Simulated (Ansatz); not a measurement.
Crystal: ZnO.

```
Zn O
1.0
     2.68821    0.00000    0.00000
     0.00000    2.68821    0.00000
     0.00000    0.00000    2.68821
Zn O
1 1
Direct
  0.00000 0.00000 0.00000
  0.50000 0.50000 0.50000
```

The cell was built by a generator and needn't be a form met in nature.

* Program: Ansatz 0.2.0
* Task: relaxation of cell and atoms
* Functional: PBE0
* Potentials or basis: Ansatz PAW
* Cutoff: 420 eV (not typed: the program's choice for these potentials)
* k mesh: 5 × 5 × 5
* Occupations: fermi-dirac, width 0.05 eV
* Spin: no spin polarisation

At the start: volume 9.71 Å³/atom.

Question: Where does the relaxation end?

Answer: It ends after 7 steps and the volume is 9.26 Å³/atom (-4.7 %); space group Pm-3m (No. 221, to 0.05 Å).

Step by step:
```csv
step,energy change (eV),largest force (eV/Å),volume (Å³)
1,0.0000,0.0000,19.43
2,-0.0231,0.0000,18.84
3,-0.0275,0.0000,18.51
4,-0.0274,0.0000,18.54
5,-0.0240,0.0000,18.54
6,-0.0242,0.0000,18.51
7,-0.0242,0.0000,18.51
```

Final structure:
```yaml
crystal:
  lattice:
    - [2.64548, 0.00000, 0.00000]
    - [0.00000, 2.64548, 0.00000]
    - [0.00000, 0.00000, 2.64548]
  atoms:
    - { symbol: Zn, position: [0.00000, 0.00000, 0.00000] }
    - { symbol: O, position: [0.50000, 0.50000, 0.50000] }
```

Caveat: the k mesh is coarse (spacing up to 0.47 Å⁻¹), so the values aren't converged, least of all with exact exchange; the plane-wave basis is chosen anew once the cell has moved, so the energies of steps on either side of that aren't comparable; the pressure holds a Pulay correction of +0.7 GPa for the finite cutoff; the PAW data sets come from PBE, with cores solved anew for the run's functional, which leaves a small shift of forces and pressure.
